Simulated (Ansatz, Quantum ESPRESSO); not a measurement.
**CdS1-xSex: cell size against composition**

Does the cell follow a straight line between the end members?

Calculated with Ansatz 0.2.0, PBEsol, PAW files of the set soft_1, cutoff 600 eV, Fermi–Dirac smearing 0.02 eV, k-mesh 4×4×4, no spin polarisation, no spin-orbit coupling.

Each composition is one ordered cell of the wurtzite structure with 8 sites to fill (x is the share of Se on the S sites), chosen so that its near-neighbour pairs are as close to random as the cell allows, with cell and atoms relaxed. The cell at x = 0.125: a = 8.2917 Å, b = 8.2917 Å, c = 6.7480 Å, α = 90.00°, β = 90.00°, γ = 120.00°.

```
atom       x       y       z
  Cd  0.1621  0.3379  0.9972
  Cd  0.3333  0.1667  0.5170
  Cd  0.1621  0.8242  0.9972
  Cd  0.3340  0.6670  0.4980
  Cd  0.6758  0.3379  0.9972
  Cd  0.8330  0.1660  0.4980
  Cd  0.6667  0.8333  0.9967
  Cd  0.8330  0.6670  0.4980
  Se  0.3333  0.1667  0.1271
   S  0.1648  0.3352  0.6232
   S  0.3352  0.6676  0.1232
   S  0.1648  0.8297  0.6232
   S  0.8324  0.1648  0.1232
   S  0.6703  0.3352  0.6232
   S  0.8324  0.6676  0.1232
   S  0.6667  0.8333  0.6215
```

```csv
x,formula,space group,volume for each atom (Å³)
0,CdS,P6_3mc,24.710
0.125,Cd8SeS7,P3m1,25.111
0.25,Cd4SeS3,Pm,25.523
0.375,Cd8Se3S5,Cm,25.930
0.625,Cd8Se5S3,Cm,26.784
0.75,Cd4Se3S,Pm,27.235
0.875,Cd8Se7S,P3m1,27.678
1,CdSe,P6_3mc,28.134
```

**Question.** Fit the trend and give the value at x = 0.5, a row left out above.

The law is y = (1 − x) y0 + x y1 − b x(1 − x). With w = x(1 − x) and δ the distance of each inner row from the straight line, b = −Σδw/Σw².

```csv
x,w,δ
0.125,0.1094,−0.027
0.25,0.1875,−0.043
0.375,0.2344,−0.064
0.625,0.2344,−0.066
0.75,0.1875,−0.043
0.875,0.1094,−0.028
```

Σδw = −0.05261 and Σw² = 0.2041, so b = 0.258 Å³. At x = 0.5 the law gives 26.358 Å³. The run itself gives 26.364 Å³, so the estimate misses by 0.006 Å³; the fitted rows themselves lie up to 0.006 Å³ off the law.

At x = 0.5 the bowing term is 0.24 % of the value there, against 13.9 % between the ends, so the straight line holds well.

The two axes need not move alike: c/a of the primitive wurtzite cell runs 1.627 (x = 0), 1.630 (x = 0.5), 1.632 (x = 1).

One small ordered cell stands for each composition, so a random alloy may differ.

The same fit over all rows at other levels or in other programs gives b = 0.258 Å³ with PBEsol (Quantum ESPRESSO, GBRV).

[Logs are printed without paths, hosts, clocks, repeated set-up lines and the standing remarks that a program may print on its own settings, such as how far it seeks lower states.]
